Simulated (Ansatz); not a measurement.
A (110) slab of SiMo3 (Pm-3n (No. 223)), 16 planes, outer planes Mo (top) and Mo (bottom), with 32 atoms (Si8Mo24) in a surface cell of A = 33.425 Å², as cut from the bulk:

```yaml
crystal:
  lattice:
    - [4.86159, 0.00000, 0.00000]
    - [0.00000, 6.87532, 0.00000]
    - [0.00000, 0.00000, 27.89122]
  atoms:
    - { symbol: Mo, position: [0.25000, 0.25000, 0.26890] }
    - { symbol: Mo, position: [0.75000, 0.25000, 0.26890] }
    - { symbol: Mo, position: [0.50000, 0.62500, 0.29971] }
    - { symbol: Mo, position: [0.00000, 0.87500, 0.29971] }
    - { symbol: Si, position: [0.00000, 0.50000, 0.33053] }
    - { symbol: Si, position: [0.50000, 0.00000, 0.33053] }
    - { symbol: Mo, position: [0.50000, 0.37500, 0.36134] }
    - { symbol: Mo, position: [0.00000, 0.12500, 0.36134] }
    - { symbol: Mo, position: [0.25000, 0.75000, 0.39215] }
    - { symbol: Mo, position: [0.75000, 0.75000, 0.39215] }
    - { symbol: Mo, position: [0.50000, 0.12500, 0.42297] }
    - { symbol: Mo, position: [0.00000, 0.37500, 0.42297] }
    - { symbol: Si, position: [0.00000, 0.00000, 0.45378] }
    - { symbol: Si, position: [0.50000, 0.50000, 0.45378] }
    - { symbol: Mo, position: [0.50000, 0.87500, 0.48459] }
    - { symbol: Mo, position: [0.00000, 0.62500, 0.48459] }
    - { symbol: Mo, position: [0.25000, 0.25000, 0.51541] }
    - { symbol: Mo, position: [0.75000, 0.25000, 0.51541] }
    - { symbol: Mo, position: [0.50000, 0.62500, 0.54622] }
    - { symbol: Mo, position: [0.00000, 0.87500, 0.54622] }
    - { symbol: Si, position: [0.00000, 0.50000, 0.57703] }
    - { symbol: Si, position: [0.50000, 0.00000, 0.57703] }
    - { symbol: Mo, position: [0.50000, 0.37500, 0.60785] }
    - { symbol: Mo, position: [0.00000, 0.12500, 0.60785] }
    - { symbol: Mo, position: [0.25000, 0.75000, 0.63866] }
    - { symbol: Mo, position: [0.75000, 0.75000, 0.63866] }
    - { symbol: Mo, position: [0.50000, 0.12500, 0.66947] }
    - { symbol: Mo, position: [0.00000, 0.37500, 0.66947] }
    - { symbol: Si, position: [0.00000, 0.00000, 0.70029] }
    - { symbol: Si, position: [0.50000, 0.50000, 0.70029] }
    - { symbol: Mo, position: [0.50000, 0.87500, 0.73110] }
    - { symbol: Mo, position: [0.00000, 0.62500, 0.73110] }
```

Method: DFT PBEsol, scalar-relativistic, plane waves, PAW (Ansatz 0.2.0). Settings: cutoff 420 eV, Γ-centred mesh 7×5×1 on the computed 32-atom cell, Gaussian smearing of 0.10 eV; no spin polarisation. The cell repeats along c with a dipole correction in the vacuum.

Against the same 32 atoms in the bulk, the slab as cut lies 15.350 eV higher and the relaxed slab 13.882 eV higher.

Question: Work out the surface energy before and after relaxation.

Answer: The slab has two faces, so γ = (E_slab − N·E_bulk)/(2A), the mean of both. As cut: 15.350/(2 × 33.425) = 0.2296 eV/Å², and 1 eV/Å² = 16.02 J/m², so γ = 3.68 J/m². Relaxed: 13.882/(2 × 33.425) = 0.2077 eV/Å² = 3.33 J/m². Relaxation recovers 10 % of the cost of cutting.

Question: What is the ideal work of this cut, per area?

Answer: Griffith's ideal work is 2γ: 7.36 J/m² if the new faces stay rigid, 6.65 J/m² if they relax. Other cuts parallel to this plane can cost less. One thickness was run, 16 planes, so γ can still shift with it.